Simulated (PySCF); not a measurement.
This PySCF input asks for the NMR shieldings of N,N-dimethylacetamide (CC(=O)N(C)C, C$_{4}$H$_{9}$NO); the geometry comes from GFN2-xTB.

```python
import basis_set_exchange as bse
import numpy as np
from pyscf import gto, dft
from pyscf.prop import nmr

atoms = """
C     1.981784   -0.262031   -0.236538
C     0.817461    0.641956   -0.583192
O     0.980678    1.717133   -1.127882
N    -0.416590    0.193073   -0.243308
C    -1.574523    0.971592   -0.619956
C    -0.692861   -1.089744    0.353073
H     2.886564    0.191707   -0.631435
H     1.854083   -1.248801   -0.674701
H     2.082858   -0.359356    0.842547
H    -2.198604    0.417466   -1.325292
H    -1.222582    1.887138   -1.091198
H    -2.167871    1.221481    0.262161
H    -1.595688   -1.007667    0.959292
H    -0.860656   -1.858179   -0.410078
H     0.121532   -1.407778    0.998939
"""
names = dict.fromkeys(["C", "O", "N", "H"], "pcSseg-1")
basis = {el: gto.basis.parse(bse.get_basis(n, elements=[el], fmt="nwchem")) for el, n in names.items()}
mol = gto.M(atom=atoms, basis=basis, charge=0, verbose=0)
mf = dft.RKS(mol, xc="PBE0")
mf.grids.level = 2
mf.grids.alignment = dft.numint.BLKSIZE   # the property module wants whole blocks of grid points
mf.conv_tol = 1e-9
mf.kernel()

calc = nmr.RKS(mf)   # GIAO
C = mf.mo_coeff
Co = C[:, mf.mo_occ > 0]
resp = mf.gen_response(singlet=True, hermi=2)
def vind(x):   # induced exchange potential for any number of trial vectors
    d = np.einsum("pi,xij,qj->xpq", C, 2 * x.reshape(-1, C.shape[1], Co.shape[1]), Co, optimize=True)
    return np.einsum("xpq,pi,qj->xij", resp(d - d.transpose(0, 2, 1)), C, Co, optimize=True).ravel()
mo1, _ = nmr.rhf.solve_mo1(calc, with_cphf=vind)
sigma = calc.kernel(mo1)
for i, s in enumerate(sigma):   # ppm
    w = np.linalg.eigvalsh((s + s.T) / 2)
    print("%2d %-2s iso %8.1f  s11 %8.1f  s22 %8.1f  s33 %8.1f" % (i, mol.atom_pure_symbol(i), w.mean(), *w))
```

Question: What does it print?

Answer: 
```
 0 C  iso    163.3  s11    146.0  s22    158.3  s33    185.7
 1 C  iso     17.0  s11    -69.6  s22     28.9  s33     91.8
 2 O  iso    -94.9  s11   -400.5  s22   -189.1  s33    304.9
 3 N  iso    151.8  s11     42.3  s22    169.7  s33    243.3
 4 C  iso    152.2  s11    127.2  s22    144.7  s33    184.9
 5 C  iso    148.8  s11    128.9  s22    134.4  s33    183.2
 6 H  iso     29.7  s11     25.6  s22     28.2  s33     35.3
 7 H  iso     29.8  s11     25.6  s22     29.9  s33     33.9
 8 H  iso     29.6  s11     25.7  s22     29.2  s33     34.0
 9 H  iso     29.5  s11     24.9  s22     27.5  s33     36.2
10 H  iso     26.8  s11     21.5  s22     27.5  s33     31.4
11 H  iso     29.6  s11     24.8  s22     27.8  s33     36.2
12 H  iso     29.0  s11     24.6  s22     27.6  s33     34.8
13 H  iso     28.7  s11     24.8  s22     26.3  s33     35.0
14 H  iso     28.5  s11     24.0  s22     28.8  s33     32.8
```

These numbers come from an equivalent density-fitted implementation of the same equations, which agrees with the script to about 0.01 ppm for H and up to a few tenths of a ppm for heavy atoms, so last digits may differ.

Question: Turn these shieldings into chemical shifts. Shifts are taken against calculated references (same method and geometry level): TMS for $^{13}$C (σref 186.93), $^{1}$H (σref 31.72); H2O for $^{17}$O (σref 336.08); NH3 for $^{15}$N (σref 267.73).

Answer: Averaging equivalent atoms: C 1: 169.9; C 5: 38.1; C 4: 34.7; C 0: 23.6; O 2: 431.0; N 3: 115.9; H 9/10/11: 3.08; H 12/13/14: 2.97; H 6/7/8: 2.00 ppm. Unscaled 17O shifts of doubly bonded oxygen tend to come out too high, by tens of ppm or more. Experimental scales use liquid or dissolved standards, which lie at an offset from isolated NH3 (liquid NH3: subtract about 20 ppm) and H2O (liquid H2O: subtract about 36 ppm).

Size and cost of the density-fitted run: 147 basis functions, 15 s wall time on 1 thread of an Arm Neoverse V1, shared host.
